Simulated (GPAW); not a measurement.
# PbSe (Clausthalite) (Fm-3m) in GPAW: settings compared

The runs below take PbSe (Clausthalite) through phonons, with PBEsol+D4, optB88-vdW.

Everything below comes from runs of GPAW 26.7.0. Logs are shortened: lines on timing, memory, paths and dates and some standing lists are left out, and cuts for length are marked. The log counts tension as positive stress, the text compression.

**Experimental background.**

A printed reference work, monograph reports, for a bulk crystal of PbSe at 300 K: band gap 0.28 eV (direct).

The results are compared with them further down.

### 1 Starting point

Symmetry: Fm-3m, No. 225, cubic system. The conventional cell has a = 6.121 Å, b = 6.121 Å, c = 6.121 Å, α = 90.00°, β = 90.00°, γ = 90.00°. Pb (site symmetry m-3m) is surrounded by 6 Se at 3.06 Å. Around Se (site symmetry m-3m) lie 6 Pb at 3.06 Å.

### 2 Phonons, PBEsol+D4

The input, run.py:

```python
import json
import numpy as np
from ase import Atoms
from ase.calculators.mixing import SumCalculator
from ase.constraints import FixSymmetry
from ase.io import read, write
from ase.optimize import BFGS
from dftd4.ase import DFTD4
from phonopy import Phonopy
from phonopy.structure.atoms import PhonopyAtoms
from gpaw import GPAW, PW, setup_paths

setup_paths.insert(0, '.')

atoms = read('PbSe.xyz')

calc = GPAW(mode=PW(510),
            xc='PBEsol',
            kpts={'size': (8, 8, 8), 'gamma': True},
            occupations={'name': 'fermi-dirac', 'width': 0.05},
            nbands=19,
            convergence={'density': 1e-06, 'eigenstates': 1e-09},
            maxiter=150,
            txt='gpaw.txt')
atoms.calc = SumCalculator([calc, DFTD4(method='pbesol')])
atoms.set_constraint(FixSymmetry(atoms))
BFGS(atoms, trajectory='relax.traj', logfile='-').run(fmax=0.005, steps=40)
atoms.set_constraint()
energy = atoms.get_potential_energy()
forces = atoms.get_forces()
stress = atoms.get_stress()
calc.write('gs.gpw')
write('result.traj', atoms)
print('Cell:', atoms.cell.cellpar().round(4))
print(atoms.get_scaled_positions().round(5))

def force_constants(scale):
    unit = PhonopyAtoms(symbols=atoms.get_chemical_symbols(), cell=atoms.cell[:] * scale**(1 / 3),
                        scaled_positions=atoms.get_scaled_positions())
    ph = Phonopy(unit, supercell_matrix=np.diag([1, 1, 1]), primitive_matrix=np.eye(3), symprec=1e-4)
    ph.generate_displacements(distance=0.03)
    forces = []
    for i, sc in enumerate(ph.supercells_with_displacements):
        a = Atoms(sc.symbols, cell=sc.cell, scaled_positions=sc.scaled_positions, pbc=True)
        c = GPAW(mode=PW(510),
                 xc='PBEsol',
                 kpts={'size': (8, 8, 8), 'gamma': True},
                 occupations={'name': 'fermi-dirac', 'width': 0.05},
                 nbands=19,
                 convergence={'density': 1e-06, 'eigenstates': 1e-09},
                 maxiter=150,
                 txt=f'disp-{scale:.3f}-{i:02d}.txt')
        a.calc = SumCalculator([c, DFTD4(method='pbesol')])
        f = a.get_forces()
        forces.append(f - f.mean(axis=0))
        print(f'displacement {i}: drift', f.mean(axis=0).round(5), flush=True)
    ph.forces = forces
    ph.produce_force_constants()
    ph.symmetrize_force_constants()
    return ph

qpoints = [[0.0, 0.0, 0.0]]
results = {}
for scale in [1.0]:
    ph = force_constants(scale)
    ph.run_qpoints(qpoints)
    nu = ph.qpoints.frequencies * 33.35641  # THz to cm^-1
    results[f'{scale:.3f}'] = nu.tolist()
    for qp, f in zip(qpoints, nu):
        print(scale, np.round(qp, 4), f.round(2))
json.dump(results, open('phonons.json', 'w'))
```

The input, PbSe.xyz:

```xyz
2
Lattice="0.0000000000 3.0606500000 3.0606500000 3.0606500000 0.0000000000 3.0606500000 3.0606500000 3.0606500000 0.0000000000" Properties=species:S:1:pos:R:3 pbc="T T T"
Pb     0.0000000000      0.0000000000      0.0000000000
Se     3.0606500000      3.0606500000      3.0606500000
```

Potentials or basis: PAW data sets generated in the run's folder for this functional, pw.

Run with:

```
$ gpaw-setup -f PBEsol Pb Se
$ OMP_NUM_THREADS=1 python run.py
```

gpaw.txt:

```text
__  _  _
 | _ |_)|_||  |
 |__||  | ||/\| - 26.7.0

Input parameters:
  mode=PW(ecut=510.0),
  convergence={'density': 1e-06, 'eigenstates': 1e-09},
  kpts=MonkhorstPack(size=(8, 8, 8), gamma=True),
  maxiter=150,
  nbands=19,
  occupations=Occupations(name='fermi-dirac', width=0.05),
  xc=XC(name='PBEsol')

Diagonalizing LCAO Hamiltonian
Converting LCAO to pw mode

                Se

       Pb

Atoms  # Å, Bohr magnetons
|   | symbol |        x |        y |        z |    initial magnetic moments |
|---|--------|----------|----------|----------|-----------------------------|
| 0 |     Pb | 0.000000 | 0.000000 | 0.000000 | ( 0.0000,  0.0000,  0.0000) |
| 1 |     Se | 3.060650 | 3.060650 | 3.060650 | ( 0.0000,  0.0000,  0.0000) |

Unit cell  # Å
| periodic |        x |        y |        z |  lengths |    angles |
|----------|----------|----------|----------|----------|-----------|
|      yes | 0.000000 | 3.060650 | 3.060650 | 4.328413 | 60.000000 |
|      yes | 3.060650 | 0.000000 | 3.060650 | 4.328413 | 60.000000 |
|      yes | 3.060650 | 3.060650 | 0.000000 | 4.328413 | 60.000000 |

Number of symmetries: 48
Symmetry operations  # r_c * U_cc + t_c -> r_c
|    | kind |            matrix            |
|----|------|------------------------------|
|  0 |  σ   |  1, 0, 0,  1, 0,-1,  1,-1, 0 |
|  1 |  C2  |  1, 0, 0,  1,-1, 0,  1, 0,-1 |
|  2 |  E   |  1, 0, 0,  0, 1, 0,  0, 0, 1 |
|  3 |  σ   |  1, 0, 0,  0, 0, 1,  0, 1, 0 |
|  4 |  C4  |  1, 0,-1,  1, 0, 0,  1,-1, 0 |
|  5 |  S6  |  1, 0,-1,  1,-1, 0,  1, 0, 0 |
|  6 |  σ   |  1, 0,-1,  0, 1,-1,  0, 0,-1 |
|  7 |  C3  |  1, 0,-1,  0, 0,-1,  0, 1,-1 |
|  8 |  S6  |  1,-1, 0,  1, 0, 0,  1, 0,-1 |
|  9 |  C4  |  1,-1, 0,  1, 0,-1,  1, 0, 0 |
| 10 |  C3  |  1,-1, 0,  0,-1, 1,  0,-1, 0 |
| 11 |  σ   |  1,-1, 0,  0,-1, 0,  0,-1, 1 |
| 12 |  σ   |  0, 1, 0,  1, 0, 0,  0, 0, 1 |
| 13 |  C4  |  0, 1, 0,  0, 1,-1, -1, 1, 0 |
| 14 |  C3  |  0, 1, 0,  0, 0, 1,  1, 0, 0 |
| 15 |  S6  |  0, 1, 0, -1, 1, 0,  0, 1,-1 |
| 16 |  C2  |  0, 1,-1,  1, 0,-1,  0, 0,-1 |
| 17 |  σ   |  0, 1,-1,  0, 1, 0, -1, 1, 0 |
| 18 |  S4  |  0, 1,-1,  0, 0,-1,  1, 0,-1 |
| 19 |  C4  |  0, 1,-1, -1, 1, 0,  0, 1, 0 |
| 20 |  C3  |  0, 0, 1,  1, 0, 0,  0, 1, 0 |
| 21 |  σ   |  0, 0, 1,  0, 1, 0,  1, 0, 0 |
| 22 |  S6  |  0, 0, 1,  0,-1, 1, -1, 0, 1 |
| 23 |  C4  |  0, 0, 1, -1, 0, 1,  0,-1, 1 |
| 24 |  S4  |  0, 0,-1,  1, 0,-1,  0, 1,-1 |
| 25 |  C3  |  0, 0,-1,  0, 1,-1,  1, 0,-1 |
| 26 |  C2  |  0, 0,-1,  0,-1, 0, -1, 0, 0 |
| 27 |  S6  |  0, 0,-1, -1, 0, 0,  0,-1, 0 |
| 28 |  S4  |  0,-1, 1,  1,-1, 0,  0,-1, 0 |
| 29 |  C4  |  0,-1, 1,  0, 0, 1, -1, 0, 1 |
| 30 |  C2  |  0,-1, 1,  0,-1, 0,  1,-1, 0 |
| 31 |  σ   |  0,-1, 1, -1, 0, 1,  0, 0, 1 |
| 32 |  C3  |  0,-1, 0,  1,-1, 0,  0,-1, 1 |
| 33 |  S6  |  0,-1, 0,  0, 0,-1, -1, 0, 0 |
| 34 |  S4  |  0,-1, 0,  0,-1, 1,  1,-1, 0 |
| 35 |  C2  |  0,-1, 0, -1, 0, 0,  0, 0,-1 |
| 36 |  C2  | -1, 1, 0,  0, 1, 0,  0, 1,-1 |
| 37 |  S6  | -1, 1, 0,  0, 1,-1,  0, 1, 0 |
| 38 |  S4  | -1, 1, 0, -1, 0, 1, -1, 0, 0 |
| 39 |  C3  | -1, 1, 0, -1, 0, 0, -1, 0, 1 |
| 40 |  S6  | -1, 0, 1,  0, 0, 1,  0,-1, 1 |
| 41 |  C2  | -1, 0, 1,  0,-1, 1,  0, 0, 1 |
[... 68 lines left out ...]
    | kind |    occ | energy [eV] | rcut [Å] |
    |------|--------|-------------|----------|
    |   6s |  2.000 |     -12.024 |    1.259 |
    |   6p |  2.000 |      -3.525 |    1.275 |
    |   5d | 10.000 |     -21.194 |    1.217 |
    |    s |        |      15.187 |    1.259 |
    |    p |        |      23.686 |    1.275 |
    |    d |        |       6.017 |    1.217 |

    Using partial waves for Pb as LCAO basis

  Se:
    name:    Selenium
    Z:       34.0
    valence: 6
    core:    28
    charge:  0.0  # [|e|]
    compensation charges:
      type: gauss
      rc: 0.27  # [Å]
      lmax: 2
    cutoffs:
      filter: 1.77  # [Å]
      core: 2.67  # [Å]
    projectors
    | kind |    occ | energy [eV] | rcut [Å] |
    |------|--------|-------------|----------|
    |   4s |  2.000 |     -17.281 |    0.847 |
    |   4p |  4.000 |      -6.511 |    1.005 |
    |    s |        |       9.930 |    0.847 |
    |    p |        |      20.700 |    1.005 |
    |    d |        |       0.000 |    0.847 |

    Using partial waves for Se as LCAO basis

Reference energy: -633181.325866  # eV

eigensolver:
  PPCG
  Converge bands: occupied
  niter=2

density mixing:
  MSR1-Mixer
  Pratt-step length: 0.05
  Maximum mixing coefficient: 0.75
  Old densities: 10
  SVD Regularization: 0.005
  Good broyden scale: 1.0
  Trust region scale: 1.0
  Backstep threshold: 4.0
  History deletion threshold: 6.0
  Fourier metric: weight=20.0, sigma=0.015

occupation numbers:
  Fermi-Dirac:
    width: 0.0500  # eV

poisson solver:
  ecut: 4080.0  # eV

xc functional:
  name: PBEsol with 2 nearest neighbor stencil

convergence criteria:
- Maximum integral of absolute [dens]ity change: 1e-06 electrons / valence electron
- Maximum integral of absolute [eigenst]ate change: 1e-09 eV^2 / valence electron
- Maximum [total energy] change in last 3 cyles: 0.0005 eV / valence electron
maximum number of iterations: 150

SCF iterations
|iter     | |      energy | eigst |  dens |
|---------|-|-------------|-------|-------|
|iter:   1| |   -9.363167 | -0.22 |       |
|iter:   2| |   -9.310126 | -2.06 | -1.26 |
|iter:   3| |   -9.131062 | -2.00 | -1.31 |
|iter:   4| |   -9.130354 | -3.89 | -1.91 |
|iter:   5| |   -9.130414c| -4.55 | -2.33 |
|iter:   6| |   -9.130427c| -5.77 | -3.29 |
|iter:   7| |   -9.130428c| -6.84 | -3.86 |
|iter:   8| |   -9.130428c| -7.81 | -4.54 |
|iter:   9| |   -9.130428c| -9.00 | -5.31 |
|iter:  10| |   -9.130428c| -9.27c| -5.85 |
|iter:  11| |   -9.130428c| -9.74c| -6.65c|

Converged in 11 steps
Energy contributions relative to reference atoms: (reference = -633181.325866)

Energy contributions:
  Kinetic:          16.410304
  Coulomb:         -16.990855
  Zero:             -0.084726
  External:          0.000000
  Xc:               -8.464790
  Entropy:          -0.000723
  Spinorbit:         0.000000
  ----------------------------
  Free energy:      -9.130790
  Extrapolated:     -9.130428

dipole moment: (-25.904854, -25.904854, -25.904854)  # |e|*Ang

Fermi level: 6.058
Eigenvalues  # (at kpt = [0.000, 0.000, 0.000])
| band index |      eig [eV] | occ [0-2] |
|------------|---------------|-----------|
|          0 |       -10.806 |     2.000 |
|        ... |               |           |
|          2 |       -10.801 |     2.000 |
|          3 |       -10.801 |     2.000 |
|          4 |       -10.801 |     2.000 |
|          5 |        -7.648 |     2.000 |
|          6 |        -0.315 |     2.000 |
|          7 |         4.065 |     2.000 |
[... 9 lines left out ...]
|         17 |        14.223 |     0.000 |
|         18 |        14.922 |     0.000 |

Gap: 0.156 eV
Transition (v -> c):
  (s=0, k=28, n=9, [0.50, 0.50, 0.50]) -> (s=0, k=28, n=10, [0.50, 0.50, 0.50])
No difference between direct/indirect transitions

Forces  # eV/Ang
|        x |        y |        z |
|----------|----------|----------|
|  0.00000 | -0.00000 | -0.00000 |  # Pb   0
| -0.00000 |  0.00000 |  0.00000 |  # Se   1

Stress tensor  # eV/Ang^3
|         x |        y |         z |
|-----------|----------|-----------|
|  0.005367 | 0.000000 | -0.000000 |
|  0.000000 | 0.005367 |  0.000000 |
| -0.000000 | 0.000000 |  0.005367 |

# Writing to gs.gpw (mode='')
```

stdout:

```text
Step          Energy          fmax
BFGS:    0       -9.591941        0.000000
Cell: [ 4.3284  4.3284  4.3284 60.     60.     60.    ]
[[0.  0.  0. ]
 [0.5 0.5 0.5]]
displacement 0: drift [-0.  0.  0.]
displacement 1: drift [ 0. -0. -0.]
1.0 [0. 0. 0.] [ 0.    0.    0.   32.53 32.53 32.53]
```

disp-1.000-00.txt:

```text
__  _  _
 | _ |_)|_||  |
 |__||  | ||/\| - 26.7.0

Input parameters:
  mode=PW(ecut=510.0),
  convergence={'density': 1e-06, 'eigenstates': 1e-09},
  kpts=MonkhorstPack(size=(8, 8, 8), gamma=True),
  maxiter=150,
  nbands=19,
[... 203 lines left out ...]
|          4 |       -10.801 |     2.000 |
|          5 |        -7.649 |     2.000 |
|          6 |        -0.315 |     2.000 |
|          7 |         4.063 |     2.000 |
[... 9 lines left out ...]
|         17 |        14.222 |     0.000 |
|         18 |        14.923 |     0.000 |

Gap: 0.158 eV
Transition (v -> c):
  (s=0, k=16, n=9, [0.00, 0.50, 0.00]) -> (s=0, k=16, n=10, [0.00, 0.50, 0.00])
No difference between direct/indirect transitions

Forces  # eV/Ang
|       x |        y |        z |
|---------|----------|----------|
| 0.00000 | -0.00495 | -0.00495 |  # Pb   0
| 0.00000 |  0.00496 |  0.00496 |  # Se   1
```

It took 3.8 min on 1 thread of Arm Neoverse N1, shared host; peak memory 0.3 GiB.

Results:

| Property | Result |
| --- | --- |
| Free energy | -9.5923 eV |
| Pressure after relaxing | -2.1 GPa |
| Band gap on the k mesh | 0.16 eV, direct |
| Highest phonon frequency at Γ, LO-TO splitting left out | 33 cm⁻¹ |
| Dispersion energy per atom | -0.231 eV |

Final structure:
```cif
data_structure
_symmetry_space_group_name_H-M 'P 1'
_symmetry_Int_Tables_number 1
_cell_length_a 4.3284
_cell_length_b 4.3284
_cell_length_c 4.3284
_cell_angle_alpha 60.000
_cell_angle_beta 60.000
_cell_angle_gamma 60.000
_cell_volume 57.34
loop_
_atom_site_label
_atom_site_type_symbol
_atom_site_fract_x
_atom_site_fract_y
_atom_site_fract_z
_atom_site_occupancy
Pb1 Pb 0.00000 0.00000 0.00000 1
Se1 Se 0.50000 0.50000 0.50000 1
```

Phonon frequencies in cm⁻¹ (negative: imaginary):
```tsv
q point	frequencies
(0.000, 0.000, 0.000)	0 0 0 33 33 33
```

Caveat: the cutoff is short for stress and forces, so pressures can be off by a GPa or more; the LO-TO splitting is left out; spin-orbit coupling is left out, which as a rule narrows the gap of such compounds by several tenths of an eV.

(Continued in part 2 of 2.)
